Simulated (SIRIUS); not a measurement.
Crystal: KCl.

```
CELL_PARAMETERS angstrom
3.83920 0.00000 0.00000
0.00000 3.83920 0.00000
0.00000 0.00000 3.83920
ATOMIC_POSITIONS crystal
K 0.00000 0.00000 0.00000
Cl 0.50000 0.50000 0.50000
```

Measurements of this composition are mostly on another form, of space group No. 225.

Base run:

| Item | Value |
| --- | --- |
| Program | SIRIUS 7.12.0 |
| Functional | PBEsol |
| Potentials or basis | all-electron FP-LAPW |
| Cutoff | 158 eV |
| Basis | apw+lo standard |
| k mesh | 7 × 7 × 7 |
| Occupations | fermi-dirac, width 0.05 eV |
| Spin | no spin polarisation |

Its results: band gap on the k mesh 4.65 eV, indirect (least direct gap 4.83 eV).

Problem. The run is repeated on the same cell with these changes: functional from PBEsol to LDA. What comes out?

Solution. Band gap on the k mesh 4.39 eV, indirect (least direct gap 4.57 eV).
